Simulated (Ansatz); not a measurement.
What strain does to PbF2 (fluorite)

Fluorite PbF2, relaxed with r2SCAN in Ansatz. Space group Fm-3m (No. 225), cubic; conventional cell a = 5.921 Å, 17.30 Å³ an atom. Pb has 8 F at 2.56 Å; F has 4 Pb at 2.56 Å.

The axes x, y and z are those of this cell:
```yaml
crystal:
  lattice:
    - [0.00000, 2.96044, 2.96044]
    - [2.96044, 0.00000, 2.96044]
    - [2.96044, 2.96044, 0.00000]
  atoms:
    - { symbol: Pb, position: [0.00000, 0.00000, 0.00000] }
    - { symbol: F, position: [0.25000, 0.25000, 0.25000] }
    - { symbol: F, position: [0.75000, 0.75000, 0.75000] }
```

Unstrained: PBE gives an indirect gap of 4.419 eV, from W to X; the least direct gap is 4.565 eV at X. r2SCAN gives an indirect gap of 4.931 eV, from W to X; the least direct gap is 5.073 eV at X. With HSE06 the valence top lies at W and the conduction bottom at X, 5.727 eV higher; the smallest vertical gap, at X, is 5.861 eV. Meshes: PBE 8×8×8, r2SCAN 8×8×8, HSE06 6×6×6. Strains are changes of length per length. After each strain the atoms were relaxed again with r2SCAN within the symmetry that the strain leaves, so tilts or polar shifts that break it weren't tested; points keep the names that they have in the unstrained zone. Calculated for a static, non-magnetic cell.

Changes of the least gap in eV (an overlap counts as a negative gap):
```tsv
strain	volume change (%)	space group	PBE	r2SCAN	HSE06	energy rise, r2SCAN (meV/atom)
epitaxial +2.5 % in the xy plane, free normal strain -2.49 %	+2.4	I4/mmm	-0.179	-0.187	-0.176	7.4
uniaxial +5.0 % along x	+5.0	I4/mmm	-0.127	-0.128	-0.110	14.5
uniaxial +4.0 % along [111]	+4.0	R-3m	-0.007	0.000	+0.026	8.6
epitaxial +2.0 % in the plane normal to [111], free normal strain -2.25 %	+1.7	R-3m	-0.005	-0.003	+0.008	4.1
epitaxial -1.0 % in the xy plane, free normal strain +1.07 %	-0.9	I4/mmm	-0.053	-0.058	-0.064	1.2
```

Epitaxial +2.5 % in the xy plane, free normal strain -2.49 %. HSE06: the gap goes from 5.727 to 5.551 eV (-0.176 eV); the W points, equivalent before, split by 166 meV, and the valence top lies at those like (1/4, -1/4, -1/2); the X points, equivalent before, split by 120 meV, and the conduction bottom lies at those like (1/2, 1/2, 0). Stress change with r2SCAN, compression positive: xx -2.75, yy -2.75, zz 0.00 GPa.

Uniaxial +5.0 % along x, other directions held. HSE06: the gap goes from 5.727 to 5.617 eV (-0.110 eV); the edges go from W → X to (1/6, -1/2, -1/3) → X. Stress change with r2SCAN, compression positive: xx -5.27, yy -2.50, zz -2.50 GPa.

Uniaxial +4.0 % along [111], other directions held. HSE06: the gap goes from 5.727 to 5.753 eV (+0.026 eV); the edges go from W → X to (0.208, -1/2, -0.208) → X. Stress change with r2SCAN, compression positive: xx -2.72, yy -2.72, zz -2.72, xy -0.55, xz -0.55, yz -0.55 GPa.

Epitaxial +2.0 % in the plane normal to [111], free normal strain -2.25 %. HSE06: the gap goes from 5.727 to 5.735 eV (+0.008 eV); the edges go from W → X to (0.271, -1/2, -0.271) → X. Stress change with r2SCAN, compression positive: xx -1.24, yy -1.24, zz -1.24, xy +0.64, xz +0.64, yz +0.64 GPa.

Epitaxial -1.0 % in the xy plane, free normal strain +1.07 %. HSE06: the gap goes from 5.727 to 5.663 eV (-0.064 eV); the edges go from W → X to (0.281, -1/2, -0.219) → X. Stress change with r2SCAN, compression positive: xx +1.10, yy +1.10, zz -0.01 GPa.

Spin-orbit coupling is left out; in compounds of Pb, Bi, Tl or Hg it can lower a gap by up to about 1 eV, split its edges or invert the bands.

Where an edge lies off the special points, it is a point of the mesh or the k point where a search put PBE's edge or least direct gap, reused for the other functionals, whose own edges may lie a little apart.

Coordinates of k points refer to the reciprocal vectors of the primitive cell of the runs.

The meshes of the hybrids are coarse, so their gaps aren't converged to the digits shown.
